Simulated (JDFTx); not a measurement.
# MnO (Fm-3m) in JDFTx: equation of state

How stiff is MnO in PBEsol, and what volume does it want? The cell is scaled to several volumes.

Everything below comes from runs of JDFTx 1.7.0 (patched build). Logs are shortened: lines on timing, memory, paths and dates and some standing lists are left out, and cuts for length are marked. The log counts tension as positive stress, the text compression.

## (1) The crystal as given

The structure is cubic, space group Fm-3m (No. 225). The conventional cell has a = 4.448 Å, b = 4.448 Å, c = 4.448 Å, α = 90.00°, β = 90.00°, γ = 90.00°. Mn (site symmetry m-3m) is surrounded by 6 O at 2.22 Å. Around O (site symmetry m-3m) lie 6 Mn at 2.22 Å.

The cell is a database's computed one.

## (2) Equation of state, PBEsol, collinear spin, ferromagnetic start, 10.34 Å³/atom (volume scaled by 0.94)

MnO.in

```
lattice \
    0.0000000000     4.1167855452     4.1167855452 \
    4.1167855452     0.0000000000     4.1167855452 \
    4.1167855452     4.1167855452     0.0000000000
coords-type Lattice
ion Mn     0.0000000000     0.0000000000     0.0000000000 1
ion O      0.5000000000     0.5000000000     0.5000000000 1

ion-species pseudo/Mn.upf
ion-species pseudo/O.upf
elec-cutoff 48 384
elec-ex-corr gga-PBEsol
kpoint-folding 10 10 10
elec-smearing Fermi 0.0018374661
elec-n-bands 19
spintype z-spin
initial-magnetic-moments Mn 4
elec-initial-magnetization 4 no
electronic-SCF nIterations 100 energyDiffThreshold 1e-09
electronic-minimize nIterations 30 energyDiffThreshold 1e-7
forces-output-coords Cartesian

dump-name run.$VAR
dump End Ecomponents EigStats BandEigs Kpoints Forces Stress
```

Potentials or basis: PseudoDojo-SR-PBEsol-0.4.1-standard with smoothed tails.

Started as:

```sh
$ jdftx -c 1 -i MnO.in -o MnO.out
```

Output:

```text
*************** JDFTx 1.7.0 (patched build) ***************

Input parsed successfully to the following command list (including defaults):
[... the input with its defaults ...]

---------- Setting up symmetries ----------

Found 48 point-group symmetries of the bravais lattice
Found 48 space-group symmetries with basis
Applied RMS atom displacement 0 bohrs to make symmetries exact.

---------- Initializing the Grid ----------
R =
[            0      4.11679      4.11679  ]
[      4.11679            0      4.11679  ]
[      4.11679      4.11679            0  ]
unit cell volume = 139.542
G =
[  -0.763118   0.763118   0.763118  ]
[   0.763118  -0.763118   0.763118  ]
[   0.763118   0.763118  -0.763118  ]
Minimum fftbox size, Smin = [  52  52  52  ]
Chosen fftbox size, S = [  54  54  54  ]

---------- Initializing tighter grid for wavefunction operations ----------
R =
[            0      4.11679      4.11679  ]
[      4.11679            0      4.11679  ]
[      4.11679      4.11679            0  ]
unit cell volume = 139.542
G =
[  -0.763118   0.763118   0.763118  ]
[   0.763118  -0.763118   0.763118  ]
[   0.763118   0.763118  -0.763118  ]
Minimum fftbox size, Smin = [  40  40  40  ]
Chosen fftbox size, S = [  40  40  40  ]

---------- Exchange Correlation functional ----------
Initalized PBEsol GGA exchange.
Initalized PBEsol GGA correlation.

---------- Setting up pseudopotentials ----------
Width of ionic core gaussian charges (only for fluid interactions / plotting) set to 0

Reading pseudopotential file 'pseudo/Mn.upf':
  'Mn' pseudopotential, 'PBESOL' functional
  Generated using ONCVPSP code by D. R. Hamann
  15 valence electrons, 4 orbitals, 6 projectors, 1001 radial grid points, with lMax = 2
    3S    l: 0   occupation:  2.0   eigenvalue: -3.147368
    3P    l: 1   occupation:  6.0   eigenvalue: -2.002196
    3D    l: 2   occupation:  5.0   eigenvalue: -0.249683
    4S    l: 0   occupation:  2.0   eigenvalue: -0.188339
  Core radius for overlap checks: 1.55 bohrs.

Reading pseudopotential file 'pseudo/O.upf':
  'O' pseudopotential, 'PBESOL' functional
  Generated using ONCVPSP code by D. R. Hamann
  6 valence electrons, 2 orbitals, 5 projectors, 936 radial grid points, with lMax = 2
    2S    l: 0   occupation:  2.0   eigenvalue: -0.874950
    2P    l: 1   occupation:  4.0   eigenvalue: -0.329796
  Core radius for overlap checks: 1.39 bohrs.

Initialized 2 species with 2 total atoms.

Folded 1 k-points by 10x10x10 to 1000 k-points.

---------- Setting up k-points, bands, fillings ----------
Reduced to 47 k-points under symmetry.
Computing the number of bands and number of electrons
Calculating initial fillings.
nElectrons:  21.000000   nBands: 19   nStates: 94

----- Setting up reduced wavefunction bases (one per k-point) -----
average nbasis = 2216.693 , ideal nbasis = 2216.463

---------- Setting up ewald sum ----------
Optimum gaussian width for ewald sums = 1.869773 bohr.
Real space sum over 1331 unit cells with max indices [  5  5  5  ]
Reciprocal space sum over 2197 terms with max indices [  6  6  6  ]

---------- Allocating electronic variables ----------
Initializing wave functions:  linear combination of atomic orbitals
Note: number of bands (19) exceeds available atomic orbitals (14)
Mn (M=4) pseudo-atom majority spin occupations:   s ( 1 0.5 )  p ( 3 )  d ( 5 )
Mn (M=4) pseudo-atom minority spin occupations:   s ( 1 0 )  p ( 3 )  d ( 1.5 )
O pseudo-atom occupations:   s ( 2 )  p ( 4 )
	FillingsUpdate:  mu: +1.351465101  nElectrons: 21.000000  magneticMoment: [ Abs: 0.39686  Tot: +0.39686 ]
LCAOMinimize: Iter:   0  F: -108.2775297230326998  |grad|_K:  2.278e-02  alpha:  1.000e+00
	FillingsUpdate:  mu: +0.789991242  nElectrons: 21.000000  magneticMoment: [ Abs: 2.92338  Tot: +2.92338 ]
LCAOMinimize: Iter:   1  F: -119.3401755382382703  |grad|_K:  1.571e-02  alpha:  2.571e-01  linmin: -1.883e-01  cgtest:  2.489e-01
	FillingsUpdate:  mu: +0.492486138  nElectrons: 21.000000  magneticMoment: [ Abs: 3.88682  Tot: +3.88682 ]
[... 26 lines of inner loops ...]
LCAOMinimize: Iter:  11  F: -119.8212412986895714  |grad|_K:  4.340e-06  alpha:  6.640e-01  linmin: -8.544e-05  cgtest:  9.116e-04
	FillingsUpdate:  mu: +0.543192809  nElectrons: 21.000000  magneticMoment: [ Abs: 4.56381  Tot: +4.56381 ]
LCAOMinimize: Iter:  12  F: -119.8212414266880756  |grad|_K:  1.473e-06  alpha:  4.004e-01  linmin: -2.003e-05  cgtest: -2.804e-03
LCAOMinimize: Converged (|Delta F|<1.000000e-06 for 2 iters).

-------- Electronic minimization -----------
Will mix electronic density at each iteration.
	FillingsUpdate:  mu: +0.543192809  nElectrons: 21.000000  magneticMoment: [ Abs: 4.56381  Tot: +4.56381 ]
	FillingsUpdate:  mu: +0.540302810  nElectrons: 21.000000  magneticMoment: [ Abs: 4.56381  Tot: +4.56381 ]
SCF: Cycle:  0   F: -119.841582952125549   dF: -2.034e-02   |Residual|: 6.284e-02   |deigs|: 7.065e-02
	FillingsUpdate:  mu: +0.530644846  nElectrons: 21.000000  magneticMoment: [ Abs: 4.52465  Tot: +4.52449 ]
SCF: Cycle:  1   F: -119.843435988344893   dF: -1.853e-03   |Residual|: 2.363e-02   |deigs|: 1.100e-02
	FillingsUpdate:  mu: +0.529048559  nElectrons: 21.000000  magneticMoment: [ Abs: 4.57872  Tot: +4.57855 ]
SCF: Cycle:  2   F: -119.843557041280818   dF: -1.211e-04   |Residual|: 8.698e-03   |deigs|: 2.201e-03
	FillingsUpdate:  mu: +0.529637861  nElectrons: 21.000000  magneticMoment: [ Abs: 4.59984  Tot: +4.59971 ]
SCF: Cycle:  3   F: -119.843560368936963   dF: -3.328e-06   |Residual|: 4.067e-03   |deigs|: 1.004e-03
	FillingsUpdate:  mu: +0.529822597  nElectrons: 21.000000  magneticMoment: [ Abs: 4.60813  Tot: +4.60798 ]
SCF: Cycle:  4   F: -119.843566669974678   dF: -6.301e-06   |Residual|: 2.039e-03   |deigs|: 4.112e-04
	FillingsUpdate:  mu: +0.529964010  nElectrons: 21.000000  magneticMoment: [ Abs: 4.60764  Tot: +4.60751 ]
SCF: Cycle:  5   F: -119.843567108774650   dF: -4.388e-07   |Residual|: 5.399e-04   |deigs|: 2.159e-04
	FillingsUpdate:  mu: +0.529984102  nElectrons: 21.000000  magneticMoment: [ Abs: 4.60590  Tot: +4.60576 ]
SCF: Cycle:  6   F: -119.843567146853744   dF: -3.808e-08   |Residual|: 1.627e-04   |deigs|: 1.124e-04
	FillingsUpdate:  mu: +0.530000653  nElectrons: 21.000000  magneticMoment: [ Abs: 4.60566  Tot: +4.60553 ]
SCF: Cycle:  7   F: -119.843567152244532   dF: -5.391e-09   |Residual|: 7.632e-05   |deigs|: 1.023e-04
	FillingsUpdate:  mu: +0.530003762  nElectrons: 21.000000  magneticMoment: [ Abs: 4.60568  Tot: +4.60555 ]
SCF: Cycle:  8   F: -119.843567153459261   dF: -1.215e-09   |Residual|: 1.579e-05   |deigs|: 9.803e-05
	FillingsUpdate:  mu: +0.530002025  nElectrons: 21.000000  magneticMoment: [ Abs: 4.60569  Tot: +4.60556 ]
SCF: Cycle:  9   F: -119.843567153744161   dF: -2.849e-10   |Residual|: 5.053e-06   |deigs|: 8.004e-05
	FillingsUpdate:  mu: +0.530001559  nElectrons: 21.000000  magneticMoment: [ Abs: 4.60570  Tot: +4.60556 ]
SCF: Cycle: 10   F: -119.843567153804955   dF: -6.079e-11   |Residual|: 2.125e-06   |deigs|: 6.483e-05
SCF: Converged (|Delta E|<1.000000e-09 for 2 iters).

Setting wave functions to eigenvectors of Hamiltonian

# Stress tensor in Cartesian coordinates [Eh/a0^3]:
[  2.93843e-05            0            0  ]
[            0  2.93843e-05            0  ]
[            0            0  2.93843e-05  ]

# Ionic positions in lattice coordinates:
ion Mn   0.000000000000000   0.000000000000000   0.000000000000000 1
ion O   0.500000000000000   0.500000000000000   0.500000000000000 1

# Forces in Cartesian coordinates:
force Mn   0.000000000000000  -0.000000000000000   0.000000000000000 1
force O  -0.000000000000000  -0.000000000000000   0.000000000000000 1

# Energy components:
   Eewald =      -84.5806093931818452
       EH =       30.7958059346345721
     Eloc =      -98.7180406657719800
      Enl =      -10.2242388957735191
      Exc =      -22.3708365644548799
 Exc_core =        5.4350120957467150
       KE =       59.8197173161937528
-------------------------------------
     Etot =     -119.8431901726071942
       TS =        0.0003769811977549
-------------------------------------
        F =     -119.8435671538049547

IonicMinimize: Iter:   0  F: -119.843567153804955  |grad|_K:       -nan
IonicMinimize: None of the convergence criteria satisfied after 0 iterations.

#--- Lowdin population analysis ---
# oxidation-state Mn +1.114
# magnetic-moments Mn +4.343
# oxidation-state O -0.993
# magnetic-moments O +0.252

Dumping 'run.eigStats' ...
	eMin: -2.451946 at state 0 ( [ +0.000000 +0.000000 +0.000000 ] spin 1 )
	HOMO: +0.529777 at state 33 ( [ +0.100000 +0.200000 +0.500000 ] spin 1 )
	mu  : +0.530002
	LUMO: +0.530754 at state 26 ( [ +0.000000 +0.300000 -0.300000 ] spin 1 )
	eMax: +1.507252 at state 74 ( [ +0.000000 +0.400000 +0.400000 ] spin -1 )
	HOMO-LUMO gap: +0.000977
	Optical gap  : +0.004020 at state 10 ( [ +0.000000 +0.100000 +0.500000 ] spin 1 )
Done!
```

Run time: 2.8 min. Hardware: 1 thread of Intel Xeon Platinum 8488C (Sapphire Rapids), shared host; peak memory 0.21 GiB.

What came out:

```yaml
Free_energy: -3261.1096 eV
Pressure: -0.9 GPa
Band_gap_on_the_k_mesh: none (metal or under the smearing width)
Net_moment: 4.61 μB per cell
Absolute_moment: 4.61 μB per cell
Site_moments: Mn +4.34; O +0.25 μB
Loewdin_charges: Mn +1.11; O -0.99 e
```

Caveat: a cell with one magnetic atom can't hold antiferromagnetic order, which such compounds often take; semilocal functionals often make such compounds metallic where correlation or magnetic order opens a gap, which also shifts bond lengths.

## (3) Equation of state, PBEsol, collinear spin, ferromagnetic start, 10.56 Å³/atom (volume scaled by 0.96)

MnO.in: that of step 2 with these lines changed.

```diff
@@ -1,5 +1,5 @@
 lattice \
-    0.0000000000     4.1167855452     4.1167855452 \
-    4.1167855452     0.0000000000     4.1167855452 \
-    4.1167855452     4.1167855452     0.0000000000
+    0.0000000000     4.1457779479     4.1457779479 \
+    4.1457779479     0.0000000000     4.1457779479 \
+    4.1457779479     4.1457779479     0.0000000000
 coords-type Lattice
```

Potentials or basis: PseudoDojo-SR-PBEsol-0.4.1-standard with smoothed tails.

Started as:

```sh
$ jdftx -c 1 -i MnO.in -o MnO.out
```

Run time: 2.8 min. Hardware: 1 thread of Intel Xeon Platinum 8488C (Sapphire Rapids), shared host; peak memory 0.22 GiB.

It converged, with:

```yaml
Free_energy: -3261.1044 eV
Pressure: -2.8 GPa
Band_gap_on_the_k_mesh: none (metal or under the smearing width)
Net_moment: 4.69 μB per cell
Absolute_moment: 4.69 μB per cell
Site_moments: Mn +4.41; O +0.26 μB
Loewdin_charges: Mn +1.13; O -1.00 e
```

Caveat: a cell with one magnetic atom can't hold antiferromagnetic order, which such compounds often take; semilocal functionals often make such compounds metallic where correlation or magnetic order opens a gap, which also shifts bond lengths.

## (4) Equation of state, PBEsol, collinear spin, ferromagnetic start, 10.78 Å³/atom (volume scaled by 0.98)

MnO.in: that of step 3 with these lines changed.

```diff
@@ -1,5 +1,5 @@
 lattice \
-    0.0000000000     4.1457779479     4.1457779479 \
-    4.1457779479     0.0000000000     4.1457779479 \
-    4.1457779479     4.1457779479     0.0000000000
+    0.0000000000     4.1743704235     4.1743704235 \
+    4.1743704235     0.0000000000     4.1743704235 \
+    4.1743704235     4.1743704235     0.0000000000
 coords-type Lattice
```

Started as:

```sh
$ jdftx -c 1 -i MnO.in -o MnO.out
```

It took 3.1 min on 1 thread of Intel Xeon Platinum 8488C (Sapphire Rapids), shared host; peak memory 0.22 GiB.

Results (log left out):

| Quantity | Value |
| --- | --- |
| Free energy | -3261.0948 eV |
| Pressure | -4.4 GPa |
| Band gap on the k mesh | none (metal or under the smearing width) |
| Net moment | 4.77 μB per cell |
| Absolute moment | 4.77 μB per cell |
| Site moments | Mn +4.49; O +0.27 μB |
| Loewdin charges | Mn +1.14; O -1.02 e |

Caveat: a cell with one magnetic atom can't hold antiferromagnetic order, which such compounds often take; semilocal functionals often make such compounds metallic where correlation or magnetic order opens a gap, which also shifts bond lengths.

## (5) Equation of state, PBEsol, collinear spin, ferromagnetic start, 11.00 Å³/atom

MnO.in: that of step 4 with these lines changed.

```diff
@@ -1,5 +1,5 @@
 lattice \
-    0.0000000000     4.1743704235     4.1743704235 \
-    4.1743704235     0.0000000000     4.1743704235 \
-    4.1743704235     4.1743704235     0.0000000000
+    0.0000000000     4.2025764847     4.2025764847 \
+    4.2025764847     0.0000000000     4.2025764847 \
+    4.2025764847     4.2025764847     0.0000000000
 coords-type Lattice
```

Started as:

```sh
$ jdftx -c 1 -i MnO.in -o MnO.out
```

Wall time 3 min (1 thread of Intel Xeon Platinum 8488C (Sapphire Rapids), shared host); peak memory 0.22 GiB.

The run converged. Its results:

| Item | Value |
| --- | --- |
| Free energy | -3261.0796 eV |
| Pressure | -6.8 GPa |
| Band gap on the k mesh | none (metal or under the smearing width) |
| Net moment | 4.80 μB per cell |
| Absolute moment | 4.80 μB per cell |
| Site moments | Mn +4.52; O +0.27 μB |
| Loewdin charges | Mn +1.15; O -1.02 e |

Caveat: a cell with one magnetic atom can't hold antiferromagnetic order, which such compounds often take; semilocal functionals often make such compounds metallic where correlation or magnetic order opens a gap, which also shifts bond lengths.

## (6) Equation of state, PBEsol, collinear spin, ferromagnetic start, 11.22 Å³/atom (volume scaled by 1.02)

MnO.in: that of step 5 with these lines changed.

```diff
@@ -1,5 +1,5 @@
 lattice \
-    0.0000000000     4.2025764847     4.2025764847 \
-    4.2025764847     0.0000000000     4.2025764847 \
-    4.2025764847     4.2025764847     0.0000000000
+    0.0000000000     4.2304089282     4.2304089282 \
+    4.2304089282     0.0000000000     4.2304089282 \
+    4.2304089282     4.2304089282     0.0000000000
 coords-type Lattice
```

Potentials or basis: PseudoDojo-SR-PBEsol-0.4.1-standard with smoothed tails.

Started as:

```sh
$ jdftx -c 1 -i MnO.in -o MnO.out
```

It took 2.8 min on 1 thread of Intel Xeon Platinum 8488C (Sapphire Rapids), shared host; peak memory 0.23 GiB.

It converged, with:

| Item | Value |
| --- | --- |
| Free energy | -3261.0576 eV |
| Pressure | -9.1 GPa |
| Band gap on the k mesh | none (metal or under the smearing width) |
| Net moment | 4.82 μB per cell |
| Absolute moment | 4.82 μB per cell |
| Site moments | Mn +4.54; O +0.26 μB |
| Loewdin charges | Mn +1.15; O -1.03 e |

Caveat: a cell with one magnetic atom can't hold antiferromagnetic order, which such compounds often take; semilocal functionals often make such compounds metallic where correlation or magnetic order opens a gap, which also shifts bond lengths.

## (7) Equation of state, PBEsol, collinear spin, ferromagnetic start, 11.44 Å³/atom (volume scaled by 1.04)

MnO.in: that of step 6 with these lines changed.

```diff
@@ -1,5 +1,5 @@
 lattice \
-    0.0000000000     4.2304089282     4.2304089282 \
-    4.2304089282     0.0000000000     4.2304089282 \
-    4.2304089282     4.2304089282     0.0000000000
+    0.0000000000     4.2578798857     4.2578798857 \
+    4.2578798857     0.0000000000     4.2578798857 \
+    4.2578798857     4.2578798857     0.0000000000
 coords-type Lattice
```

Started as:

```sh
$ jdftx -c 1 -i MnO.in -o MnO.out
```

Wall time 2.8 min (1 thread of Intel Xeon Platinum 8488C (Sapphire Rapids), shared host); peak memory 0.23 GiB.

The run converged. Its results:

```yaml
Free_energy: -3261.0303 eV
Pressure: -10.8 GPa
Band_gap_on_the_k_mesh: none (metal or under the smearing width)
Net_moment: 4.86 μB per cell
Absolute_moment: 4.86 μB per cell
Site_moments: Mn +4.58; O +0.26 μB
Loewdin_charges: Mn +1.16; O -1.03 e
```

Caveat: a cell with one magnetic atom can't hold antiferromagnetic order, which such compounds often take; semilocal functionals often make such compounds metallic where correlation or magnetic order opens a gap, which also shifts bond lengths.

## (8) Equation of state, PBEsol, collinear spin, ferromagnetic start, 11.66 Å³/atom (volume scaled by 1.06)

MnO.in: that of step 7 with these lines changed.

```diff
@@ -1,5 +1,5 @@
 lattice \
-    0.0000000000     4.2578798857     4.2578798857 \
-    4.2578798857     0.0000000000     4.2578798857 \
-    4.2578798857     4.2578798857     0.0000000000
+    0.0000000000     4.2850008711     4.2850008711 \
+    4.2850008711     0.0000000000     4.2850008711 \
+    4.2850008711     4.2850008711     0.0000000000
 coords-type Lattice
```

Started as:

```sh
$ jdftx -c 1 -i MnO.in -o MnO.out
```

Run time: 2.8 min. Hardware: 1 thread of Intel Xeon Platinum 8488C (Sapphire Rapids), shared host; peak memory 0.24 GiB.

The run converged. Its results:

* Free energy: -3260.9989 eV
* Pressure: -12.2 GPa
* Band gap on the k mesh: none (metal or under the smearing width)
* Net moment: 4.91 μB per cell
* Absolute moment: 4.91 μB per cell
* Site moments: Mn +4.62; O +0.27 μB
* Loewdin charges: Mn +1.17; O -1.04 e

Caveat: a cell with one magnetic atom can't hold antiferromagnetic order, which such compounds often take; semilocal functionals often make such compounds metallic where correlation or magnetic order opens a gap, which also shifts bond lengths.

## (9) Equation of state, PBEsol, collinear spin, ferromagnetic start

Potentials or basis: PseudoDojo-SR-PBEsol-0.4.1-standard with smoothed tails.

This step only gathers the single runs of the series.

Results:

```
Equilibrium volume : 10.27 Å³/atom (rough: see the caveat)
Bulk modulus       : 94 GPa (rough)
```

Energy against volume, from the lowest point:
```csv
volume (Å³/atom),energy (meV/atom)
10.339,0.00
10.559,2.58
10.779,7.40
10.999,15.02
11.219,25.97
11.439,39.63
11.659,55.35
```

Caveat: the minimum lies outside the volumes run; the fit is doubtful: noisy points or a state that changes with volume.
